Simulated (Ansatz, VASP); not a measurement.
SiC: VASP beside Ansatz

```
Si C
1.0
     2.17900    2.17900    0.00000
    -2.17900    2.17900    0.00000
     0.00000    2.17900    2.17900
Si C
1 1
Cartesian
  0.0000 0.0000 0.0000
  1.0895 3.2685 1.0895
```

Alike in both runs: task relaxation of cell and atoms; functional PBEsol; k mesh 14 × 14 × 14; occupations fermi-dirac, width 0.1 eV; no spin polarisation.

```csv
,VASP,Ansatz
version,VASP 6.6.1,Ansatz 0.2.0
potentials or method,"VASP PAW PBE potentials, release 64 (Si, C)","PAW with Ansatz's default frozen-core files, scalar-relativistic"
plane-wave cutoff (eV),600,420
valence electrons in the cell,8,8
```

```csv
,VASP,Ansatz,Ansatz less VASP
relaxed volume (Å³/atom),10.35,10.34,-0.010
relaxed cell length with the largest relative difference (Å),3.082,3.081,-0.0010
```

Caveats: the PAW data sets were made with another functional, which shifts forces and pressure a little (VASP). A k mesh can miss the band edges.
